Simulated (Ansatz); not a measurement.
# fcc against bcc along group 13

Computed with Ansatz, DFT, RPBE, plane waves (420 eV) with PAW, scalar-relativistic. The PAW files were generated under PBE, with cores re-solved for the functional.

Each structure is relaxed within its symmetry, in the lowest magnetic state of the tried starts. Differences under about 8 meV lie within the error of the k-point mesh.

```csv
element,E(fcc) − E(bcc) (meV/atom),V(fcc) (Å³/atom),V(bcc) (Å³/atom),state of fcc,state of bcc
B,-350,5.98,6.26,spin not included,spin not included
Al,-96,16.79,17.27,spin not included,spin not included
Ga,-14,19.68,19.92,spin not included,spin not included
In,-10,28.78,29.19,spin not included,spin not included
Tl,18,33.51,33.82,spin not included,spin not included
```
